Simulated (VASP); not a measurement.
# BaTiO3 (P4mm) in VASP: Born charges and dielectric tensor with LDA

Aim: the Born charges and dielectric tensor of BaTiO3 with LDA.

All numbers are computed with VASP 6.6.1; they aren't measurements. Logs are shortened: lines on timing, memory, paths and dates and some standing lists are left out, and cuts for length are marked.

## Step 1: The structure

The structure is tetragonal, space group P4mm (No. 99). Conventional cell: a = 3.941 Å, b = 3.941 Å, c = 3.990 Å, α = 90.00°, β = 90.00°, γ = 90.00°. Ba (site symmetry 4mm) has 12 O at 2.77 to 2.84 Å as nearest neighbours. Around Ti (site symmetry 4mm) lie 6 O at 1.86 to 2.13 Å. O (site symmetry 2mm) is surrounded by 2 Ti at 1.97 Å. O (site symmetry 4mm) is surrounded by 2 Ti at 1.86 to 2.13 Å.

The cell is a database's computed one.

## Step 2: Born charges and dielectric tensor, LDA

INCAR reads:

```
ALGO = Normal
EDIFF = 1E-8
ENCUT = 600
GGA = CA
IBRION = 8
ISIF = 2
ISMEAR = 0
LASPH = T
LCHARG = F
LEPSILON = T
LREAL = F
LWAVE = F
NELM = 80
NSW = 1
PREC = Accurate
SIGMA = 0.02
```

KPOINTS reads:

```
k-points
0
Gamma
  4 4 4
```

POSCAR reads:

```
BaTiO3
1.0
    3.9410900000      0.0000000000      0.0000000000
    0.0000000000      3.9410900000      0.0000000000
    0.0000000000      0.0000000000      3.9903700000
Ba Ti O
1 1 3
Direct
    0.5000000000      0.5000000000      0.5787900000
    0.0000000000      0.0000000000      0.0915800000
    0.0000000000      0.5000000000      0.0657000000
    0.5000000000      0.0000000000      0.0657000000
    0.0000000000      0.0000000000      0.5582300000
```

Potentials or basis: VASP PAW LDA potentials, release 64 (Ba_sv, Ti_sv, O).

Started as:

```console
cat potpaw_LDA.64/Ba_sv/POTCAR potpaw_LDA.64/Ti_sv/POTCAR potpaw_LDA.64/O/POTCAR > POTCAR
mpirun -np 1 vasp_std > vasp.out
```

OUTCAR:

```text
EDIFF = 1E-8
   ENCUT = 600
   GGA = CA
   IBRION = 8
   ISIF = 2
   ISMEAR = 0
   LASPH = T
   LEPSILON = T
   LREAL = F
   NELM = 80
   NSW = 1
   PREC = Accurate

 ion  position               nearest neighbor table
   1  0.500  0.500  0.579-   3 2.77   4 2.77   4 2.77   3 2.77   5 2.79   5 2.79   5 2.79   5 2.79
                             3 2.84   4 2.84   3 2.84   4 2.84   2 3.40   2 3.40   2 3.40   2 3.40
   2  0.000  0.000  0.092-   5 1.86   4 1.97   3 1.97   3 1.97   4 1.97   5 2.13   1 3.40   1 3.40
                             1 3.40   1 3.40   1 3.46   1 3.46   1 3.46   1 3.46
   3  0.000  0.500  0.066-   2 1.97   2 1.97   1 2.77   1 2.77   1 2.84   1 2.84
   4  0.500  0.000  0.066-   2 1.97   2 1.97   1 2.77   1 2.77   1 2.84   1 2.84
   5  0.000  0.000  0.558-   2 1.86   2 2.13   1 2.79   1 2.79   1 2.79   1 2.79

  LATTYP: Found a simple tetragonal cell.
 ALAT       =     3.9410900000
 C/A-ratio  =     1.0125041549

  Lattice vectors:

 A1 = (   3.9410900000,   0.0000000000,   0.0000000000)
 A2 = (   0.0000000000,   3.9410900000,   0.0000000000)
 A3 = (   0.0000000000,   0.0000000000,   3.9903700000)

Analysis of symmetry for initial positions (statically):
=====================================================================
 Subroutine PRICEL returns:
 Original cell was already a primitive cell.

 Routine SETGRP: Setting up the symmetry group for a
 simple tetragonal supercell.

 Subroutine GETGRP returns: Found  8 space group operations
 (whereof  8 operations were pure point group operations)
 out of a pool of 16 trial point group operations.

The static configuration has the point symmetry C_4v.

Analysis of symmetry for dynamics (positions and initial velocities):
=====================================================================
 Subroutine PRICEL returns:
 Original cell was already a primitive cell.

 Routine SETGRP: Setting up the symmetry group for a
 simple tetragonal supercell.

 Subroutine GETGRP returns: Found  8 space group operations
 (whereof  8 operations were pure point group operations)
 out of a pool of 16 trial point group operations.

The dynamic configuration has the point symmetry C_4v.

 Subroutine INISYM returns: Found  8 space group operations
 (whereof  8 operations are pure point group operations),
 and found     1 'primitive' translations

----------------------------------------------------------------------------------------

                                     Primitive cell

  volume of cell :      61.9792

  direct lattice vectors                    reciprocal lattice vectors
     3.941090000  0.000000000  0.000000000     0.253736910  0.000000000  0.000000000
     0.000000000  3.941090000  0.000000000     0.000000000  0.253736910  0.000000000
     0.000000000  0.000000000  3.990370000     0.000000000  0.000000000  0.250603328

  length of vectors
     3.941090000  3.941090000  3.990370000     0.253736910  0.253736910  0.250603328

  position of ions in fractional coordinates (direct lattice)
     0.500000000  0.500000000  0.578790000
     0.000000000  0.000000000  0.091580000
     0.000000000  0.500000000  0.065700000
     0.500000000  0.000000000  0.065700000
     0.000000000  0.000000000  0.558230000

  ion indices of the primitive-cell ions
   primitive index   ion index
                 1           1
                 2           2
                 3           3
                 4           4
                 5           5

[... 659 lines left out ...]
 -----------------------------------------------------------------------------
     0.57542  0.00000  0.00000           ( -0.06554  0.00000  0.00000)
     0.00000  0.57542 -0.00000           (  0.00000 -0.06554 -0.00000)
     0.00000  0.00000  0.26258           (  0.00000 -0.00000  0.74885)

 PIEZOELECTRIC TENSOR FIELD DIRECTION 3  (C/m^2)
 -----------------------------------------------------------------------------
     0.14875  0.00000  0.00000
     0.00000  0.14875 -0.00000
     0.00000  0.00000  0.06788

[... ionic steps 4 to 15 ...]

--------------------------------------- Ionic step       16  -------------------------------------------

------------------------ aborting loop because EDIFF is reached ----------------------------------------

[... ionic steps 17 to 17 ...]

--------------------------------------- Ionic step       18  -------------------------------------------

 Free energy of the ion-electron system (eV)
  ---------------------------------------------------
  ---------------------------------------------------
  free energy    TOTEN  =        -0.36896183 eV

  energy without entropy =       -0.36896183

------------------------ aborting loop because EDIFF is reached ----------------------------------------

 INTERNAL STRAIN TENSOR  FOR ION    5  DIRECTION 3   (eV/Angst):
 -----------------------------------------------------------------------------
    -2.48250  0.00000  0.00000
     0.00000 -2.48250  0.00000
     0.00000 -0.00000-18.09630

 MACROSCOPIC STATIC DIELECTRIC TENSOR (including local field effects in DFT)
 ------------------------------------------------------
           6.863149     0.000000     0.000000
          -0.000000     6.863149     0.000000
           0.000000     0.000000     6.332519
 ------------------------------------------------------

 PIEZOELECTRIC TENSOR (including local field effects)  for field in x, y, z        (e  Angst)
          XX          YY          ZZ          XY          YZ          ZX
  --------------------------------------------------------------------------------
  x     0.00000     0.00000     0.00000     0.00000     0.00000     0.26927
  y     0.00000    -0.00000    -0.00000     0.00000     0.26926     0.00000
  z     0.57542     0.57542     0.26258     0.00000     0.00000     0.00000

 PIEZOELECTRIC TENSOR (including local field effects)  for field in x, y, z        (C/m^2)
          XX          YY          ZZ          XY          YZ          ZX
  --------------------------------------------------------------------------------
  x     0.00000     0.00000     0.00000     0.00000     0.00000     0.06961
  y     0.00000    -0.00000    -0.00000     0.00000     0.06961     0.00000
  z     0.14875     0.14875     0.06788     0.00000     0.00000     0.00000

 BORN EFFECTIVE CHARGES (including local field effects) (in |e|, cummulative output)
 ---------------------------------------------------------------------------------
 ion    1
    1     2.77069     0.00000     0.00000
    2     0.00000     2.77069     0.00000
    3     0.00000     0.00000     2.82793
 ion    2
    1     7.47978     0.00000     0.00000
    2     0.00000     7.47978     0.00000
    3     0.00000     0.00000     6.39898
 ion    3
    1    -2.26558     0.00000     0.00000
    2     0.00000    -5.90164     0.00000
    3     0.00000     0.00000    -2.01320
 ion    4
    1    -5.90164     0.00000     0.00000
    2     0.00000    -2.26558     0.00000
    3     0.00000     0.00000    -2.01320
 ion    5
    1    -2.08325     0.00000     0.00000
    2     0.00000    -2.08325     0.00000
    3     0.00000     0.00000    -5.20052

 INTERNAL STRAIN TENSOR FOR ION    5 for displacements in x,y,z  (eV/Angst):
          X           Y           Z          XY          YZ          ZX
  --------------------------------------------------------------------------------
  x     0.00000     0.00000     0.00000     0.00000     0.00000    -1.19739
  y     0.00000     0.00000     0.00000     0.00000    -1.23070     0.00000
  z    -2.48250    -2.48250   -18.09630     0.00000     0.00000     0.00000

 SECOND DERIVATIVES (NOT SYMMETRIZED)
 ------------------------------------
               1X          1Y          1Z          2X          2Y          2Z          3X          3Y          3Z          4X          4Y          4Z          5X          5Y          5Z
  1X    -7.143085    0.000000    0.000000    3.740664    0.000000    0.000000    0.970775    0.000000    0.000000    1.255526    0.000000    0.000000    1.176120    0.000000    0.000000
  1Y     0.000000   -7.143085    0.000000    0.000000    3.740664    0.000000    0.000000    1.255526    0.000000    0.000000    0.970775    0.000000    0.000000    1.176120    0.000000
  1Z     0.000000    0.000000   -6.965289    0.000000   -0.000000    3.985671    0.000000   -0.000000    0.938569    0.000000   -0.000000    0.938569    0.000000    0.000000    1.102481
  2X     3.720429    0.000000    0.000000   -0.715899    0.000000    0.000000    0.025562    0.000000    0.000000   -3.440624    0.000000    0.000000    0.410532    0.000000    0.000000
  2Y     0.000000    3.720429    0.000000    0.000000   -0.715899    0.000000    0.000000   -3.440624    0.000000    0.000000    0.025562    0.000000    0.000000    0.410532    0.000000
  2Z     0.000000   -0.000000    3.987478    0.000000    0.000000   -8.726010    0.000000    0.000000    1.381822    0.000000    0.000000    1.381822    0.000000    0.000000    1.974888
  3X     0.967584    0.000000    0.000000   -0.031473    0.000000    0.000000   -5.315331    0.000000    0.000000    4.925053    0.000000    0.000000   -0.545833    0.000000    0.000000
  3Y     0.000000    1.251626    0.000000    0.000000   -3.488086    0.000000    0.000000   -7.171935    0.000000    0.000000    4.909198    0.000000    0.000000    4.499198    0.000000
  3Z     0.000000    0.000000    0.929188    0.000000    0.000000    1.382922    0.000000    0.000000   -5.770743    0.000000    0.000000   -0.646547    0.000000    0.000000    4.105179
  4X     1.251626    0.000000    0.000000   -3.488086    0.000000    0.000000    4.909198    0.000000    0.000000   -7.171935    0.000000    0.000000    4.499198    0.000000    0.000000
  4Y     0.000000    0.967584    0.000000    0.000000   -0.031473    0.000000    0.000000    4.925053    0.000000    0.000000   -5.315331    0.000000    0.000000   -0.545833    0.000000
  4Z     0.000000    0.000000    0.929188    0.000000    0.000000    1.382922    0.000000    0.000000   -0.646547    0.000000    0.000000   -5.770743    0.000000    0.000000    4.105179
  5X     1.166341    0.000000    0.000000    0.411914    0.000000    0.000000   -0.559142    0.000000    0.000000    4.495870    0.000000    0.000000   -5.514983    0.000000    0.000000
  5Y     0.000000    1.166341    0.000000    0.000000    0.411914    0.000000    0.000000    4.495870    0.000000    0.000000   -0.559142    0.000000    0.000000   -5.514983    0.000000
  5Z     0.000000    0.000000    1.095431   -0.000000    0.000000    1.993174    0.000000    0.000000    4.085705    0.000000   -0.000000    4.085705    0.000000   -0.000000  -11.260015

 Eigenvectors and eigenvalues of the dynamical matrix
 ----------------------------------------------------

   1 f  =   15.200000 THz    95.504419 2PiTHz  507.017435 cm-1    62.862122 meV
             X         Y         Z           dx          dy          dz
      1.970545  1.970545  2.309586    -0.000000    0.000000   -0.003010
      0.000000  0.000000  0.365438    -0.000000    0.000000   -0.027147
      0.000000  1.970545  0.262167     0.000000    0.000000   -0.389646
      1.970545  0.000000  0.262167    -0.000000   -0.000000   -0.389646
      0.000000  0.000000  2.227544     0.000000   -0.000000    0.834030
[... 105 lines left out ...]
  15 f/i=    4.410063 THz    27.709245 2PiTHz  147.103879 cm-1    18.238548 meV
             X         Y         Z           dx          dy          dz
      1.970545  1.970545  2.309586    -0.002177    0.008123    0.000000
      0.000000  0.000000  0.365438    -0.175923    0.656452    0.000000
      0.000000  1.970545  0.262167     0.098809   -0.527620   -0.000000
      1.970545  0.000000  0.262167     0.141398   -0.368702    0.000000
      0.000000  0.000000  2.227544     0.079352   -0.296099    0.000000

--------------------------------------------------------------------------------------------------------

 MACROSCOPIC STATIC DIELECTRIC TENSOR IONIC CONTRIBUTION
 ------------------------------------------------------
           0.563875     0.000000    -0.000000
           0.000000     0.563875     0.000000
          -0.000000     0.000000    33.141778
 ------------------------------------------------------

 ELASTIC MODULI CONTR FROM IONIC RELAXATION (kBar)
 Direction    XX          YY          ZZ          XY          YZ          ZX
 --------------------------------------------------------------------------------
 XX         -52.9701     24.7922   -104.9779      0.0000      0.0000      0.0000
 YY          24.7922    -52.9701   -104.9779      0.0000     -0.0000     -0.0000
 ZZ        -104.9779   -104.9779  -1526.6572      0.0000     -0.0000     -0.0000
 XY           0.0000      0.0000      0.0000      0.0000      0.0000      0.0000
 YZ           0.0000     -0.0000     -0.0000      0.0000     -7.4242     -0.0000
 ZX           0.0000     -0.0000     -0.0000      0.0000     -0.0000     -5.0570
 --------------------------------------------------------------------------------

 PIEZOELECTRIC TENSOR IONIC CONTR  for field in x, y, z        (C/m^2)
          XX          YY          ZZ          XY          YZ          ZX
  --------------------------------------------------------------------------------
  x     0.00000    -0.00000    -0.00000     0.00000    -0.00000    -0.01725
  y    -0.00000     0.00000     0.00000     0.00000    -0.02643     0.00000
  z     0.30473     0.30473     6.17020     0.00000    -0.00000     0.00000
```

Wall time 10 min (1 thread of Intel Xeon 6975P-C (Granite Rapids), shared host); peak memory 0.35 GiB.

Results:

```
Band gap on the k mesh                                  : 1.74 eV, indirect (least direct gap 2.04 eV)
Electronic dielectric tensor (diagonal)                 : 6.86, 6.86, 6.33
Born charges (mean of the diagonal)                     : Ba +2.79; Ti +7.12; O -3.39, -3.12 e
Highest phonon frequency at Γ, LO-TO splitting left out : 507 cm⁻¹
Most unstable mode                                      : 147i cm⁻¹
```

Levels at points of the mesh, in eV from the valence-band top:
```tsv
k point	band 16	band 17	band 18	band 19	band 20	band 21	band 22	band 23	band 24
(0.00, 0.00, 0.00)	-1.35	-1.25	-0.32	-0.30	-0.30	1.74	1.99	1.99	4.27
(0.50, 0.00, 0.00)	-2.10	-1.96	-1.82	-1.01	-0.89	2.14	3.65	3.69	4.30
(0.50, 0.50, 0.00)	-2.98	-1.79	-0.95	-0.95	-0.09	3.71	3.71	4.10	4.95
(0.00, 0.00, 0.50)	-2.06	-2.01	-2.01	-0.72	-0.72	1.92	3.66	3.66	4.28
(0.50, 0.00, 0.50)	-2.90	-1.74	-0.92	-0.90	-0.22	3.67	3.68	4.06	5.17
(0.50, 0.50, 0.50)	-2.45	-2.45	-0.13	-0.13	0.00	4.35	4.35	4.38	6.64
```

Phonon frequencies in cm⁻¹ (negative: imaginary):
```
              q point                                              frequencies
(0.000, 0.000, 0.000)  -147 -147 0 1 1 182 185 185 271 288 288 295 478 478 507
```

Electronic dielectric tensor:
```
6.86 0.00 0.00
0.00 6.86 0.00
0.00 0.00 6.33
```

Born effective charge tensors (e):
atom 1, Ba
```
2.77 0.00 0.00
0.00 2.77 0.00
0.00 0.00 2.83
```
atom 2, Ti
```
7.48 0.00 0.00
0.00 7.48 0.00
0.00 0.00 6.40
```
atom 3, O
```
-2.27  0.00  0.00
 0.00 -5.90  0.00
 0.00  0.00 -2.01
```
atom 4, O
```
-5.90  0.00  0.00
 0.00 -2.27  0.00
 0.00  0.00 -2.01
```
atom 5, O
```
-2.08  0.00  0.00
 0.00 -2.08  0.00
 0.00  0.00 -5.20
```

Caveat: some modes are imaginary; spin-orbit coupling is left out, which moves the levels of the heavy elements. A k mesh can miss the band edges.
